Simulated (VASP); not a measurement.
# CdSe: X-ray absorption with a core hole

Wanted: the near-edge structure of CdSe. The cell has space group F-43m, a computed entry that need not be the common form of this compound. The start is a computed cell from the Materials Project.

Program: VASP 6.6.1. Level of theory: PBE; plane waves and PAW (Cd, Cd, Se), in the first sound run; inputs show where later runs differ. Results are calculated unless marked as measured.

### Step 1. The structure

The cell holds 54 atoms: 27 Cd and 27 Se. Cell: a = 13.026 Å, b = 13.026 Å, c = 13.026 Å, α = 60.0°, β = 60.0°, γ = 60.0°. It derives from CdSe, repeated 3×3×3. Nearest the centre at fractional (0.000, 0.000, 0.000): Cd1 at 0.00 Å, Se28 at 2.66 Å, Se46 at 2.66 Å, Se34 at 2.66 Å, Se30 at 2.66 Å, Cd4 at 4.34 Å, Cd10 at 4.34 Å, Cd20 at 4.34 Å.

### Step 2. Supercell without a hole

The cell without a hole gives, with ICORELEVEL = 1, the Kohn-Sham core levels of the initial state. It is a supercell, which puts a hole 13.0 Å from its nearest image.

Contents of INCAR:

```
SYSTEM = CdSe
PREC = Accurate
ENCUT = 400
EDIFF = 1E-06
NELM = 100
ISMEAR = 0
SIGMA = 0.05
LREAL = Auto
ALGO = Normal
GGA = PE
LWAVE = .FALSE.
LCHARG = .FALSE.
NCORE = 8
ICORELEVEL = 1
```

Contents of POSCAR:

```
CdSe
1.0
    0.0000000000      9.2108135958      9.2108135958
    9.2108135958      0.0000000000      9.2108135958
    9.2108135958      9.2108135958      0.0000000000
Cd Cd Se
1 26 27
Direct
    0.0000000000      0.0000000000      0.0000000000
    0.0000000000      0.0000000000      0.3333333333
    0.0000000000      0.0000000000      0.6666666667
    0.0000000000      0.3333333333      0.0000000000
    0.0000000000      0.3333333333      0.3333333333
    0.0000000000      0.3333333333      0.6666666667
    0.0000000000      0.6666666667      0.0000000000
    0.0000000000      0.6666666667      0.3333333333
    0.0000000000      0.6666666667      0.6666666667
    0.3333333333      0.0000000000      0.0000000000
    0.3333333333      0.0000000000      0.3333333333
    0.3333333333      0.0000000000      0.6666666667
    0.3333333333      0.3333333333      0.0000000000
    0.3333333333      0.3333333333      0.3333333333
    0.3333333333      0.3333333333      0.6666666667
    0.3333333333      0.6666666667      0.0000000000
    0.3333333333      0.6666666667      0.3333333333
    0.3333333333      0.6666666667      0.6666666667
    0.6666666667      0.0000000000      0.0000000000
    0.6666666667      0.0000000000      0.3333333333
    0.6666666667      0.0000000000      0.6666666667
    0.6666666667      0.3333333333      0.0000000000
    0.6666666667      0.3333333333      0.3333333333
    0.6666666667      0.3333333333      0.6666666667
    0.6666666667      0.6666666667      0.0000000000
    0.6666666667      0.6666666667      0.3333333333
    0.6666666667      0.6666666667      0.6666666667
    0.0833333333      0.0833333333      0.0833333333
    0.0833333333      0.0833333333      0.4166666667
    0.0833333333      0.0833333333      0.7500000000
    0.0833333333      0.4166666667      0.0833333333
    0.0833333333      0.4166666667      0.4166666667
    0.0833333333      0.4166666667      0.7500000000
    0.0833333333      0.7500000000      0.0833333333
    0.0833333333      0.7500000000      0.4166666667
    0.0833333333      0.7500000000      0.7500000000
    0.4166666667      0.0833333333      0.0833333333
    0.4166666667      0.0833333333      0.4166666667
    0.4166666667      0.0833333333      0.7500000000
    0.4166666667      0.4166666667      0.0833333333
    0.4166666667      0.4166666667      0.4166666667
    0.4166666667      0.4166666667      0.7500000000
    0.4166666667      0.7500000000      0.0833333333
    0.4166666667      0.7500000000      0.4166666667
    0.4166666667      0.7500000000      0.7500000000
    0.7500000000      0.0833333333      0.0833333333
    0.7500000000      0.0833333333      0.4166666667
    0.7500000000      0.0833333333      0.7500000000
    0.7500000000      0.4166666667      0.0833333333
    0.7500000000      0.4166666667      0.4166666667
    0.7500000000      0.4166666667      0.7500000000
    0.7500000000      0.7500000000      0.0833333333
    0.7500000000      0.7500000000      0.4166666667
    0.7500000000      0.7500000000      0.7500000000
```

Contents of KPOINTS:

```
Automatic mesh
0
Gamma
2 2 2
0 0 0
```

Potentials, in the order of the species: Cd, Cd and Se (PBE family, release 64).

Command:

```
$ mpirun -np 8 vasp_std
```

What it wrote:

```text
[banner, memory and clock lines left out]
running    8 mpi-ranks, on    1 nodes
 distrk:  each k-point on    8 cores,    1 groups
 distr:  one band on    8 cores,    1 groups

 POSCAR found type information on POSCAR CdCdSe
 POSCAR found :  3 types and      54 ions
|                                                                             |
|           W    W    AA    RRRRR   N    N  II  N    N   GGGG   !!!           |
|           W    W   A  A   R    R  NN   N  II  NN   N  G    G  !!!           |
|           W    W  A    A  R    R  N N  N  II  N N  N  G       !!!           |
|           W WW W  AAAAAA  RRRRR   N  N N  II  N  N N  G  GGG   !            |
|           WW  WW  A    A  R   R   N   NN  II  N   NN  G    G                |
|           W    W  A    A  R    R  N    N  II  N    N   GGGG   !!!           |
|                                                                             |
|     For optimal performance we recommend to set                             |
|       NCORE = 2 up to number-of-cores-per-socket                            |
|     NCORE specifies how many cores store one orbital (NPAR=cpu/NCORE).      |
|     This setting can greatly improve the performance of VASP for DFT.       |
|     The default, NCORE=1 might be grossly inefficient on modern             |
|     multi-core architectures or massively parallel machines. Do your        |
|     Unfortunately you need to use the default for GW and RPA                |
|     calculations (for HF NCORE is supported but not extensively tested      |
|     yet).                                                                   |
|                                                                             |

 LDA part: xc-table for (Slater+PW92), standard interpolation
 POSCAR, INCAR and KPOINTS ok, starting setup
 FFT: planning ... GRIDC
 FFT: planning ... GRID_SOFT
 FFT: planning ... GRID
 WAVECAR not read
 entering main loop
       N       E                     dE             d eps       ncg     rms          rms(c)
DAV:   1     0.308460389149E+04    0.30846E+04   -0.19887E+05  1754   0.123E+03
DAV:   2     0.664749254444E+02   -0.30181E+04   -0.29330E+04  1939   0.336E+02
DAV:   3    -0.154325957237E+03   -0.22080E+03   -0.21886E+03  1964   0.870E+01
DAV:   4    -0.158356356242E+03   -0.40304E+01   -0.40077E+01  1932   0.104E+01
DAV:   5    -0.158420063419E+03   -0.63707E-01   -0.63630E-01  1932   0.110E+00    0.307E+01
DAV:   6    -0.148528212631E+03    0.98919E+01   -0.21943E+01  1969   0.128E+01    0.242E+01
DAV:   7    -0.148151486453E+03    0.37673E+00   -0.91959E+00  1868   0.458E+00    0.835E+00
DAV:   8    -0.148074377588E+03    0.77109E-01   -0.11824E+00  1825   0.317E+00    0.152E+00
DAV:   9    -0.148075683933E+03   -0.13063E-02   -0.16007E-01  1860   0.140E+00    0.645E-01
DAV:  10    -0.148076267853E+03   -0.58392E-03   -0.14640E-02  1860   0.442E-01    0.270E-01
DAV:  11    -0.148078083288E+03   -0.18154E-02   -0.43149E-03  1788   0.123E-01    0.129E-01
DAV:  12    -0.148077966664E+03    0.11662E-03   -0.15497E-03  1988   0.122E-01    0.458E-02
DAV:  13    -0.148077999597E+03   -0.32933E-04   -0.25005E-04  1780   0.421E-02    0.211E-02
DAV:  14    -0.148077998429E+03    0.11680E-05   -0.38194E-05  1924   0.103E-02    0.104E-02
DAV:  15    -0.148078002193E+03   -0.37642E-05   -0.37885E-06  1452   0.511E-03    0.222E-03
DAV:  16    -0.148078002148E+03    0.45329E-07   -0.11241E-06  1076   0.249E-03
   1 F= -.14807800E+03 E0= -.14807800E+03  d E =-.958917E-13
```

Run time: 5.5 min. Hardware: 8 MPI ranks of AMD EPYC 7R43, shared host; peak memory 3 GiB.

The logs omit lines about the potential files and the build; timing stands in the text.

(Continued in part 2 of 5.)

[Lines on the potential files, build, host, timing and source positions are cut from VASP's logs without a mark.]

[Logs are printed without paths, hosts, clocks, repeated set-up lines and the standing remarks that a program may print on its own settings, such as how far it seeks lower states.]

[Hosts, paths, dates, database ids (printed as entryN), source tags and the programs' standing remarks are cut or masked in the printed files.]
